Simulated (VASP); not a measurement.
# Hf in VASP: a series of runs

One slab, Hf, is run at these levels: PBE; tasks: single point.

Everything below comes from runs of VASP 6.6.1. Logs are shortened: lines on timing, memory, paths and dates and some standing lists are left out, and cuts for length are marked.

## Step 1: Starting point

The cell holds a slab with vacuum, 7 atoms: a = 3.197 Å, b = 3.197 Å, c = 30.173 Å, α = 90.00°, β = 90.00°, γ = 120.00°.

The slab is cut from a database's or a generator's crystal, which needn't be the stable form of the element.

## Step 2: Single point, PBE

The input, INCAR:

```
SYSTEM = Hf
PREC = Accurate ; ENCUT = 600
EDIFF = 1E-7 ; ISMEAR = -1
SIGMA = 0.05 ; LREAL = .False.
LASPH = .True. ; NELM = 60
ALGO = Normal ; ISIF = 2
LWAVE = .False. ; LCHARG = .True.
LDIPOL = .True. ; IDIPOL = 3
DIPOL = 0.5 0.5 0.500 ; GGA = PE
LELF = .True. ; LVHAR = .True.
LVACPOTAV = .True.
```

The input, KPOINTS:

```
regular mesh
0
Gamma
  7 7 1
  0 0 0
```

The input, POSCAR:

```
Hf
1.0
    3.1966985242      0.0000000000      0.0000000000
   -1.5983492621      2.7684221302      0.0000000000
    0.0000000000      0.0000000000     30.1734000000
Hf
7
Direct
    0.6666666667      0.3333333334      0.2485633041
    0.3333333333      0.6666666666      0.3323755361
    0.6666666667      0.3333333334      0.4161877680
    0.3333333333      0.6666666666      0.5000000000
    0.6666666667      0.3333333334      0.5838122320
    0.3333333333      0.6666666666      0.6676244639
    0.6666666667      0.3333333334      0.7514366959
```

Potentials or basis: VASP PAW PBE potentials, release 64 (Hf).

Launch:

```bash
$ cat potpaw_PBE.64/Hf/POTCAR > POTCAR
$ mpirun -np 1 vasp_std > vasp.out
```

OUTCAR:

```text
SYSTEM = Hf
   PREC = Accurate
   ENCUT = 600
   EDIFF = 1E-7
   ISMEAR = -1
   LREAL = .False.
   LASPH = .True.
   NELM = 60
   ISIF = 2
   GGA = PE

 ion  position               nearest neighbor table
   1  0.667  0.333  0.249-   2 3.13   2 3.13   2 3.13
   2  0.333  0.667  0.332-   3 3.13   3 3.13   3 3.13   1 3.13   1 3.13   1 3.13
   3  0.667  0.333  0.416-   2 3.13   2 3.13   2 3.13   4 3.13   4 3.13   4 3.13
   4  0.333  0.667  0.500-   3 3.13   5 3.13   3 3.13   5 3.13   3 3.13   5 3.13
   5  0.667  0.333  0.584-   6 3.13   6 3.13   6 3.13   4 3.13   4 3.13   4 3.13
   6  0.333  0.667  0.668-   5 3.13   5 3.13   5 3.13   7 3.13   7 3.13   7 3.13
   7  0.667  0.333  0.751-   6 3.13   6 3.13   6 3.13

  LATTYP: Found a hexagonal cell.
 ALAT       =     3.1966985242
 C/A-ratio  =     9.4389257453

  Lattice vectors:

 A1 = (   3.1966985242,   0.0000000000,   0.0000000000)
 A2 = (  -1.5983492621,   2.7684221302,   0.0000000000)
 A3 = (   0.0000000000,   0.0000000000,  30.1734000000)

Analysis of symmetry for initial positions (statically):
=====================================================================
 Subroutine PRICEL returns:
 Original cell was already a primitive cell.

 Routine SETGRP: Setting up the symmetry group for a
 hexagonal supercell.

 Subroutine GETGRP returns: Found 12 space group operations
 (whereof 12 operations were pure point group operations)
 out of a pool of 24 trial point group operations.

The static configuration has the point symmetry D_3h.

Analysis of symmetry for dynamics (positions and initial velocities):
=====================================================================
 Subroutine PRICEL returns:
 Original cell was already a primitive cell.

 Routine SETGRP: Setting up the symmetry group for a
 hexagonal supercell.

 Subroutine GETGRP returns: Found 12 space group operations
 (whereof 12 operations were pure point group operations)
 out of a pool of 24 trial point group operations.

The dynamic configuration has the point symmetry D_3h.

 Subroutine INISYM returns: Found 12 space group operations
 (whereof 12 operations are pure point group operations),
 and found     1 'primitive' translations

----------------------------------------------------------------------------------------

                                     Primitive cell

  volume of cell :     267.0289

  direct lattice vectors                    reciprocal lattice vectors
     3.196698524  0.000000000  0.000000000     0.312822743  0.180608295  0.000000000
    -1.598349262  2.768422130  0.000000000     0.000000000  0.361216589  0.000000000
     0.000000000  0.000000000 30.173400000     0.000000000  0.000000000  0.033141774

  length of vectors
     3.196698524  3.196698524 30.173400000     0.361216589  0.361216589  0.033141774

  position of ions in fractional coordinates (direct lattice)
     0.666666667  0.333333333  0.248563304
     0.333333333  0.666666667  0.332375536
     0.666666667  0.333333333  0.416187768
     0.333333333  0.666666667  0.500000000
     0.666666667  0.333333333  0.583812232
     0.333333333  0.666666667  0.667624464
     0.666666667  0.333333333  0.751436696

  ion indices of the primitive-cell ions
   primitive index   ion index
                 1           1
                 2           2
                 3           3
                 4           4
                 5           5
                 6           6
                 7           7

----------------------------------------------------------------------------------------

 KPOINTS: regular mesh

Automatic generation of k-mesh.
 Grid dimensions read from file:
 generate k-points for:    7    7    1

 Generating k-lattice:

  Cartesian coordinates                     Fractional coordinates (reciprocal lattice)
     0.044688963  0.025801185  0.000000000     0.142857143  0.000000000  0.000000000
     0.000000000  0.051602370  0.000000000     0.000000000  0.142857143  0.000000000
     0.000000000  0.000000000  0.033141774     0.000000000  0.000000000  1.000000000

  Length of vectors
     0.051602370  0.051602370  0.033141774

  Shift w.r.t. Gamma in fractional coordinates (k-lattice)
     0.000000000  0.000000000  0.000000000

 Subroutine IBZKPT returns following result:
 ===========================================

 Found      8 irreducible k-points:

 Following reciprocal coordinates:
            Coordinates               Weight
  0.000000  0.000000  0.000000      1.000000
  0.142857 -0.000000  0.000000      6.000000
  0.285714 -0.000000  0.000000      6.000000
  0.428571 -0.000000  0.000000      6.000000
  0.142857  0.142857  0.000000      6.000000
  0.285714  0.142857  0.000000     12.000000
  0.428571  0.142857  0.000000      6.000000
  0.285714  0.285714  0.000000      6.000000
   k-points           NKPTS =      8   k-points in BZ     NKDIM =      8   number of bands    NBANDS=     18
   number of dos      NEDOS =    301   number of ions     NIONS =      7
   total plane-waves  NPLWV = 196000
   dimension x,y,z NGX =    28 NGY =   28 NGZ =  250
   dimension x,y,z NGXF=    56 NGYF=   56 NGZF=  500
   ions per type =               7
   NGX,Y,Z   is equivalent  to a cutoff of  14.56, 14.56, 13.77 a.u.
   NGXF,Y,Z  is equivalent  to a cutoff of  29.12, 29.12, 27.55 a.u.
 SYSTEM =  Hf
   PREC   = accura    normal or accurate (medium, high low for compatibility)
   ISTART =      0    job   : 0-new  1-cont  2-samecut
   ICHARG =      2    charge: 1-file 2-atom 10-const
   ISPIN  =      1    spin polarized calculation?
   LNONCOLLINEAR =      F non collinear calculations
   LSORBIT =      F    spin-orbit coupling
   LASPH  =      T    aspherical Exc in radial PAW
   ENCUT  =  600.0 eV  44.10 Ry    6.64 a.u.   6.38  6.38 60.26*2*pi/ulx,y,z
   NELM   =     60;   NELMIN=  2; NELMDL= -5     # of ELM steps
   EDIFF  = 0.1E-06   stopping-criterion for ELM
   LREAL  =      F    real-space projection
   EDIFFG = 0.1E-05   stopping-criterion for IOM
   NSW    =      0    number of steps for IOM
   IBRION =     -1    ionic relax: 0-MD 1-quasi-New 2-CG
   NFREE  =      0    steps in history (QN), initial steepest desc. (CG)
   ISIF   =      2    stress and relaxation
   ISYM   =      2    0-nonsym 1-usesym 2-fastsym
   POTIM  = 0.5000    time-step for ionic-motion
   TEBEG  =    0.0;   TEEND  =   0.0 temperature during run
   PSTRESS=    0.0 pullay stress
   NELECT =      28.0000    total number of electrons
   NUPDOWN=      -1.0000    fix difference up-down
   EMIN   =  10.00;   EMAX   =-10.00  energy-range for DOS
   EFERMI =   0.00;   METHOD = LEGACY
   ISMEAR =    -1;   SIGMA  =   0.05  broadening in eV -4-tet -1-fermi 0-gaus
   EFERMI_NEDOS =   21; number of points for ismear=-14 and -15
   IALGO  =     38    algorithm
   IMIX   =      4    mixing-type and parameters
     AMIX     =   0.40;   BMIX     =  1.00
     AMIX_MAG =   1.60;   BMIX_MAG =  1.00
  volume/ion in A,a.u.               =      38.15       257.43
  Fermi-wavevector in a.u.,A,eV,Ry     =   0.771984  1.458838  8.108511  0.595959
  Thomas-Fermi vector in A             =   1.873518
   LORBIT       =      0    0 simple, 1 ext, 2 COOP (PROOUT), +10 PAW based schemes
   GGA     = PE    functional components
   LHFCALC =     F    Hartree Fock is set to
   AEXX    =    0.0000 exact exchange contribution
   IVDW    =     0    specifies the selected vdW correction
   LEPSILON=     F    determine dielectric tensor
   LRPA    =     F    only Hartree local field effects (RPA)
 non-spin polarized calculation
  energy-cutoff  :      600.00
  volume of cell :      267.03
 maximum number of plane-waves:      8971
 NGX is ok and might be reduce to    28
   NGX = 13   NGY = 13   NGZ =121

 dipolmoment           0.000000      0.000000     -0.000000 electrons x Angstroem

 number of electron      28.0000000 magnetization

 dipolmoment           0.000000      0.000000      0.000000 electrons x Angstroem

 Free energy of the ion-electron system (eV)
  ---------------------------------------------------
  ext. energy  EPLUGINS =         0.00000000
  ---------------------------------------------------
  free energy    TOTEN  =       -67.64539991 eV

  energy without entropy =      -67.57888255  energy(sigma->0) =      -67.61214123

 E-fermi :   1.3370     XC(G=0):  -7.1497

 val. band max:        1.3340212399   @ k =   0.2857   0.2857   0.0000
 cond. band min:       1.3539978733   @ k =   0.4286   0.1429   0.0000
 fundamental gap:      0.0199766334
 Fermi energy:         1.3370110619

 k-point     1 :       0.0000    0.0000    0.0000
  band No.  band energies     occupation
      1      -5.8537      2.00000
      2      -5.3638      2.00000
      3      -4.7213      2.00000
      4      -3.9553      2.00000
      5      -3.2187      2.00000
      6      -2.6417      2.00000
[... 10 lines left out ...]
     17       2.3918      0.00000
     18       2.3925      0.00000

 k-point     2 :       0.1429   -0.0000    0.0000
  band No.  band energies     occupation
      1      -5.2696      2.00000
      2      -4.7963      2.00000
      3      -4.1717      2.00000
      4      -3.4147      2.00000
      5      -2.6633      2.00000
      6      -2.0613      2.00000
[... 10 lines left out ...]
     17       2.1747      0.00000
     18       2.4870      0.00000

 k-point     3 :       0.2857   -0.0000    0.0000
  band No.  band energies     occupation
      1      -3.7824      2.00000
      2      -3.4042      2.00000
      3      -2.9067      2.00000
      4      -2.2866      2.00000
      5      -1.6272      2.00000
      6      -1.0536      2.00000
[... 76 lines left out ...]
 k-point     7 :       0.4286    0.1429    0.0000
  band No.  band energies     occupation
      1      -1.7690      2.00000
      2      -1.7516      2.00000
      3      -1.4897      2.00000
      4      -1.2924      2.00000
      5      -1.0149      2.00000
      6      -0.8651      2.00000
[... 10 lines left out ...]
     17       1.7617      0.00041
     18       1.9063      0.00002

 k-point     8 :       0.2857    0.2857    0.0000
  band No.  band energies     occupation
      1      -1.0640      2.00000
      2      -0.9814      2.00000
      3      -0.8784      2.00000
      4      -0.8003      2.00000
      5      -0.6392      2.00000
      6      -0.6323      2.00000
[... 10 lines left out ...]
     17       1.3764      0.62517
     18       1.5732      0.01759

------------------------ aborting loop because EDIFF is reached ----------------------------------------

  FORCE on cell =-STRESS in cart. coord.  units (eV):
  Direction    XX          YY          ZZ          XY          YZ          ZX
  --------------------------------------------------------------------------------------
  -------------------------------------------------------------------------------------
  Total       -2.5544867     -2.5544867     -3.2010748      0.0000000      0.0000000      0.0000000
  in kB      -15.3269586    -15.3269586    -19.2064971      0.0000000      0.0000000      0.0000000
  external PRESSURE =     -16.6201381 kB  Pullay stress =       0.0000000 kB

 VOLUME and BASIS-vectors are now :
 -----------------------------------------------------------------------------
  energy-cutoff  :      600.00
  volume of cell :      267.03
      direct lattice vectors                 reciprocal lattice vectors
     3.196698524  0.000000000  0.000000000     0.312822743  0.180608295  0.000000000
    -1.598349262  2.768422130  0.000000000     0.000000000  0.361216589  0.000000000
     0.000000000  0.000000000 30.173400000     0.000000000  0.000000000  0.033141774

 POSITION                                       TOTAL-FORCE (eV/Angst)
 -----------------------------------------------------------------------------------
      1.59835      0.92281      7.50000         0.000000     -0.000000      0.727482
     -0.00000      1.84561     10.02890         0.000000     -0.000000     -0.864444
      1.59835      0.92281     12.55780        -0.000000      0.000000      0.175254
     -0.00000      1.84561     15.08670        -0.000000     -0.000000      0.000000
      1.59835      0.92281     17.61560        -0.000000      0.000000     -0.175254
     -0.00000      1.84561     20.14450         0.000000     -0.000000      0.864444
      1.59835      0.92281     22.67340         0.000000     -0.000000     -0.727482
 -----------------------------------------------------------------------------------
    total drift:                               -0.000000      0.000000      0.000000

  FREE ENERGIE OF THE ION-ELECTRON SYSTEM (eV)
  ---------------------------------------------------
  free  energy   TOTEN  =       -67.6453999105 eV

  energy  without entropy=      -67.5788825500  energy(sigma->0) =      -67.61214123

 vacuum level on the upper side and lower side of the slab         5.742         5.742
```

It took 2.7 min on 1 thread of Intel Xeon Platinum 8488C (Sapphire Rapids), shared host; peak memory 0.42 GiB.

What came out:

| Item | Value |
| --- | --- |
| Free energy | -67.6454 eV |
| Largest force | 0.864 eV/Å |
| Band gap on the k mesh | none (metal or under the smearing width) |
| Work function of the upper face | 4.41 eV |
| Work function of the lower face | 4.41 eV |

Forces in eV/Å, atoms in the order of the input:
```
Hf   0.000  0.000  0.727
Hf   0.000  0.000 -0.864
Hf   0.000  0.000  0.175
Hf   0.000  0.000  0.000
Hf   0.000  0.000 -0.175
Hf   0.000  0.000  0.864
Hf   0.000  0.000 -0.727
```

## Step 3: Single point, PBE

The input, INCAR:

```
  ALGO = Fast
  DIPOL = 0.5 0.5 0.500
  EDIFF = 1E-6
  ENCUT = 520
  GGA = PE
  IDIPOL = 3
  ISIF = 2
  ISMEAR = -1
  LASPH = T
  LCHARG = T
  LDIPOL = T
  LELF = T
  LREAL = F
  LVACPOTAV = T
  LVHAR = T
  LWAVE = F
  NELM = 60
  PREC = Accurate
  SIGMA = 0.05
```

The input, KPOINTS:

```
k-points
0
Gamma
  7 7 1
```

POSCAR is that of step 2.

Potentials or basis: VASP PAW PBE potentials, release 64 (Hf_pv).

Launch:

```bash
$ cat potpaw_PBE.64/Hf_pv/POTCAR > POTCAR
$ mpirun -np 1 vasp_std > vasp.out
```

It took 3.2 min on 1 thread of Intel Xeon 6975P-C (Granite Rapids), shared host; peak memory 0.38 GiB.

Results (log left out):

* Free energy: -67.4557 eV
* Largest force: 0.842 eV/Å
* Band gap on the k mesh: none (metal or under the smearing width)
* Work function of the upper face: 4.40 eV
* Work function of the lower face: 4.40 eV

Forces in eV/Å, atoms in the order of the input:
```
Hf   0.000  0.000  0.652
Hf   0.000  0.000 -0.842
Hf   0.000  0.000  0.178
Hf   0.000  0.000  0.000
Hf   0.000  0.000 -0.178
Hf   0.000  0.000  0.842
Hf   0.000  0.000 -0.652
```

Levels at points of the mesh, in eV from the Fermi level:
| k point | band 32 | band 33 | band 34 | band 35 | band 36 | band 37 | band 38 | band 39 |
| --- | --- | --- | --- | --- | --- | --- | --- | --- |
| (0.00, 0.00, 0.00) | 0.32 | 0.59 | 0.59 | 1.02 | 1.02 | 1.05 | 1.06 | 1.07 |

Spin-orbit coupling is left out, which matters for the levels of Hf.
